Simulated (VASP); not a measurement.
**VASP inputs for Si (diamond)**

INCAR

```
LWAVE = .FALSE.
NSW = 40
PREC = Accurate
EDIFFG = -5E-3
NELM = 120
LREAL = .FALSE.
SIGMA = 0.02
ISMEAR = -1
NBANDS = 11
IBRION = 2
GGA = PS
LCHARG = .FALSE.
LASPH = .TRUE.
EDIFF = 1E-7
ISIF = 3
ENCUT = 600
```

KPOINTS

```
KPOINTS created by Atomic Simulation Environment
0
Gamma
8 8 8
0 0 0
```

POSCAR

```
Si
 1.0000000000000000
     0.0000000000000000    2.7351466448759321    2.7351466448759321
     2.7351466448759316    0.0000000000000000    2.7351466448759321
     2.7351466448759316    2.7351466448759321    0.0000000000000000
 Si
   2
Cartesian
 -0.0000000000000000  0.0000000000000000 -0.0000000000000000
  1.3675733224379658  1.3675733224379660  1.3675733224379660
```

VASP ran with the recommended PBE PAW datasets (8 valence electrons in the cell).

Problem. Predict the results.

Solution. relaxed cell vector lengths 3.844, 3.844, 3.844 Å; relaxed cell volume 40.16 Å³.
